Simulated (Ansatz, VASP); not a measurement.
# Two plane-wave programs on ZnO

The input INCAR:

```
SYSTEM = ZnO
ALGO = Normal
EDIFF = 1E-6
ENCUT = 520
GGA = PE
ISIF = 2
ISMEAR = 0
IVDW = 12
LASPH = .True.
LCHARG = .False.
LREAL = .False.
LWAVE = .False.
NBANDS = 16
NELM = 80
PREC = Accurate
SIGMA = 0.02
```

KPOINTS

```
k-points
0
Gamma
  12 12 12
  0 0 0
```

Contents of POSCAR:

```
ZnO
1.0
    0.0000000000      2.0978634485      2.0978634485
    2.0978634485      0.0000000000      2.0978634485
    2.0978634485      2.0978634485      0.0000000000
Zn O
1 1
Direct
    0.0000000000      0.0000000000      0.0000000000
    0.5000000000      0.5000000000      0.5000000000
```

Input for Ansatz:

```yaml
crystal:
  lattice:
    - [0.0, 2.0978634485, 2.0978634485]
    - [2.0978634485, 0.0, 2.0978634485]
    - [2.0978634485, 2.0978634485, 0.0]
  atoms:
    - { symbol: Zn, position: [0.0, 0.0, 0.0] }
    - { symbol: O, position: [0.5, 0.5, 0.5] }
basis:
  ecutwfc: 420
  ecutrho_ratio: 12
kpoints:
  mp_grid: { grid: [12, 12, 12] }
hamiltonian:
  xc: pbe
  dispersion: d3bj
scf:
  occupations: { method: gaussian, width: 0.02 }
output:
  forces: true
  eigenvalues: true
  stress: true
```

The cell was built by a generator and needn't be a form met in nature.

Alike in both runs: task single point; functional PBE; dispersion D3(BJ); k mesh 12 × 12 × 12; occupations gaussian, width 0.02 eV; no spin polarisation.

|  | VASP | Ansatz |
| --- | --- | --- |
| version | VASP 6.6.1 | Ansatz 0.2.0 |
| potentials or method | VASP PAW PBE potentials, release 64 (Zn, O) | scalar-relativistic, plane waves, PAW |
| plane-wave cutoff (eV) | 520 | 420 |
| valence electrons in the cell | 18 | 18 |

```tsv
	VASP	Ansatz	Ansatz less VASP
gap on the k mesh at the Fermi level (eV)	1.16	1.19	+0.037
pressure (GPa)	15.7	14.2	-1.52
```

Caveats: so large a pressure means that the cell lies far from this level's equilibrium, or that cutoff or potentials fall short (VASP). A k mesh can miss the band edges. A hybrid or GW would open this gap; PBE tends to underestimate it.
